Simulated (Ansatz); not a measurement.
The system is Se.

```
CELL_PARAMETERS angstrom
2.81056 0.00000 0.00000
0.00000 2.81056 0.00000
0.00000 0.00000 2.81056
ATOMIC_POSITIONS crystal
Se 0.00000 0.00000 0.00000
```

This isn't the form of Se at room conditions, which is trigonal, of chains.

Base run:

* Program: Ansatz 0.2.0
* Functional: PBE
* Potentials or basis: all-electron LAPW, scalar-relativistic
* Cutoff: 201 eV (chosen from the basis error)
* Basis error allowed: 0.001 eV/atom
* k mesh: 9 × 9 × 9
* Occupations: gaussian, width 0.1 eV
* Spin: no spin polarisation

Its results: band gap on the k mesh none (metal or under the smearing width); pressure 2.0 GPa.

Problem. The run is repeated on the same cell with these changes: functional from PBE to RPBE. What comes out?

Solution. Band gap on the k mesh none (metal or under the smearing width); pressure 3.8 GPa.

RPBE binds less tightly than PBE, so the same cell stands under more pressure.
